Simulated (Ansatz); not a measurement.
All numbers below come from DFT PBE, scalar-relativistic, plane waves, PAW in Ansatz. All cells share a 420 eV cutoff and Γ-centred k meshes spaced at most about 0.3 Å⁻¹ (2π included). No spin polarisation.

All energies are static (0 K, no zero-point motion).

Two relaxed structures of Si3Ge2:

A.

```yaml
crystal:
  lattice:
    - [-1.96992, 1.96992, 13.93097]
    - [1.96992, -1.96992, 13.93097]
    - [1.96992, 1.96992, -13.93097]
  atoms:
    - { symbol: Si, position: [0.35103, 0.85103, 0.50000] }
    - { symbol: Si, position: [0.75000, 0.25000, 0.50000] }
    - { symbol: Si, position: [0.00000, 0.00000, 0.00000] }
    - { symbol: Si, position: [0.39897, 0.39897, 0.00000] }
    - { symbol: Si, position: [0.60103, 0.60103, 0.00000] }
    - { symbol: Si, position: [0.14897, 0.64897, 0.50000] }
    - { symbol: Ge, position: [0.80037, 0.80037, 0.00000] }
    - { symbol: Ge, position: [0.19963, 0.19963, 0.00000] }
    - { symbol: Ge, position: [0.94963, 0.44963, 0.50000] }
    - { symbol: Ge, position: [0.55037, 0.05037, 0.50000] }
```

B.

```yaml
crystal:
  lattice:
    - [-1.97057, 1.97057, 13.94090]
    - [1.97057, -1.97057, 13.94090]
    - [1.97057, 1.97057, -13.94090]
  atoms:
    - { symbol: Si, position: [0.79823, 0.79823, 0.00000] }
    - { symbol: Si, position: [0.75000, 0.25000, 0.50000] }
    - { symbol: Si, position: [0.20177, 0.20177, 0.00000] }
    - { symbol: Si, position: [0.00000, 0.00000, 0.00000] }
    - { symbol: Si, position: [0.95177, 0.45177, 0.50000] }
    - { symbol: Si, position: [0.54823, 0.04823, 0.50000] }
    - { symbol: Ge, position: [0.34853, 0.84853, 0.50000] }
    - { symbol: Ge, position: [0.40147, 0.40147, 0.00000] }
    - { symbol: Ge, position: [0.59853, 0.59853, 0.00000] }
    - { symbol: Ge, position: [0.15147, 0.65147, 0.50000] }
```

Question: Which arrangement of the elements on these sites is preferred, and by what margin?

Answer: B is lower, by 4 meV/atom. The two share one framework of sites and differ in which element sits where. A has Si and Ge ordered on diamond sites, space group I4_1/amd (No. 141), 21.6 Å³/atom and a gap of 0.44 eV on its mesh; B has Si and Ge ordered on diamond sites, space group I4_1/amd (No. 141), 21.7 Å³/atom and a gap of 0.51 eV. Counting Ge atoms around Si (those within 1.25 times the shortest such distance or 1.15 times the sum of covalent radii; a plus sign parts nearer from farther groups; the shortest distance is added where it is long for a bond; a slash parts the counts of unlike sites), A has Si 2/4 and B has Si 2/8+4 from 3.9 Å. In A, Si on a site of symmetry 2mm has 2 Si at 2.38 Å and 2 Ge at 2.42 Å; around Si on a site of symmetry -4m2 lie 4 Ge at 2.42 Å; Ge has 4 Si at 2.42 Å. In B, Si on a site of symmetry 2mm has 2 Si at 2.39 Å and 2 Ge at 2.42 Å; Si on a site of symmetry -4m2 has 4 Si at 2.39 Å; Ge is surrounded by 2 Si at 2.42 Å and 2 Ge at 2.46 Å. Both come from invented guesses.

Kohn–Sham gaps at this level usually fall short of measured ones. Cells relaxed within their symmetry can be saddle points.
